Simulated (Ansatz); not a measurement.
Ge started on a Si site in diamond Si, 64 atoms, charge 0

All numbers come from Ansatz (PAW, plane waves, no spin–orbit coupling) at the single k point (¼, ¼, ¼) without its symmetry partners. The atoms were relaxed with PBEsol in a fixed cell; other functionals are single points on those atoms unless said otherwise. The valence top and gap of the host come from its small cell on a dense mesh, with the band extrema sought between the mesh points, lined up by the mean potential, PBEsol gap 0.46 eV, HSE06 gap 1.13 eV, r²SCAN gap 0.76 eV.

Relaxed structure:

```
CELL_PARAMETERS angstrom
10.86558 0.00000 0.00000
0.00000 10.86558 0.00000
0.00000 0.00000 10.86558
ATOMIC_POSITIONS crystal
Si 0.00010 0.99996 0.00032
Si 0.00006 0.99989 0.50038
Si 0.00008 0.49998 0.00056
Si 0.00000 0.49990 0.50042
Si 0.50024 0.99989 0.00024
Si 0.50001 0.99997 0.49998
Si 0.49994 0.49995 0.00014
Si 0.12504 0.12502 0.12567
Si 0.12504 0.12489 0.62538
Si 0.12504 0.62523 0.12529
Si 0.12497 0.62501 0.62571
Si 0.62538 0.12480 0.12509
Si 0.62494 0.12495 0.62552
Si 0.62490 0.62491 0.12570
Si 0.62718 0.62700 0.62739
Si 0.24988 0.24965 0.00044
Si 0.24975 0.24929 0.50006
Si 0.25013 0.74972 0.00022
Si 0.24944 0.75024 0.50054
Si 0.75019 0.24990 0.00023
Si 0.75033 0.24944 0.50052
Si 0.74994 0.74974 0.00079
Si 0.75068 0.75042 0.50050
Si 0.37498 0.37521 0.12514
Si 0.37319 0.37340 0.62699
Si 0.37511 0.87546 0.12499
Si 0.37532 0.87516 0.62513
Si 0.87527 0.37514 0.12528
Si 0.87495 0.37532 0.62551
Si 0.87514 0.87517 0.12551
Si 0.87545 0.87557 0.62557
Si 0.24996 0.99982 0.25036
Si 0.25020 0.99992 0.75031
Si 0.24954 0.49995 0.24998
Si 0.24947 0.49980 0.75100
Si 0.75006 0.00005 0.25048
Si 0.74981 0.99999 0.75048
Si 0.75026 0.49976 0.25011
Si 0.75058 0.50018 0.75117
Si 0.37537 0.12504 0.37504
Si 0.37535 0.12488 0.87565
Si 0.37339 0.62686 0.37368
Si 0.37531 0.62512 0.87515
Si 0.87551 0.12497 0.37561
Si 0.87531 0.12513 0.87530
Si 0.87526 0.62507 0.37543
Si 0.87560 0.62528 0.87598
Si 0.99994 0.25006 0.25037
Si 0.00002 0.25002 0.75015
Si 0.99999 0.74998 0.25033
Si 0.99987 0.75017 0.75052
Si 0.50001 0.24959 0.24947
Si 0.49976 0.24975 0.75069
Si 0.49977 0.75067 0.24985
Si 0.50006 0.75057 0.75066
Si 0.12514 0.37516 0.37560
Si 0.12489 0.37489 0.87586
Si 0.12496 0.87522 0.37551
Si 0.12542 0.87510 0.87549
Si 0.62671 0.37297 0.37368
Si 0.62518 0.37506 0.87549
Si 0.62537 0.87494 0.37547
Si 0.62548 0.87504 0.87576
Ge 0.50016 0.50023 0.50047
```

Chemical potentials μ are those of reference phases of the elements at zero temperature by the same functional (the usual solids, diamond for C, grey Sn, and the molecules H2, N2, O2, F2, Cl2, Br2 and S8).

```tsv
functional	E(defect) − E(host) − Σ nμ + q·E_VBM (eV)	monopole (eV)	alignment (eV)	formation energy at E_F = VBM (eV)	moment (μB)	wall time, shared host
PBEsol	0.03	0.00	0.00	0.03	0 (no spin)	6.3 s on NVIDIA H100 (relaxation)
HSE06	0.04	0.00	0.00	0.04	0 (no spin)	37 s on NVIDIA H100
r²SCAN	0.03	0.00	0.00	0.03	0 (no spin)	8.9 s on NVIDIA H100
```

r²SCAN one-electron levels near the gap (the ten most localised at most), from the host's valence top:

| level (eV) | spin | filling | atoms sharing it | element of the atom with most weight |
| --- | --- | --- | --- | --- |
| -0.30 | both | 2.00 | 63.8 | spread |

One k point and a cell of this size can leave errors of several tenths of an eV in such numbers.
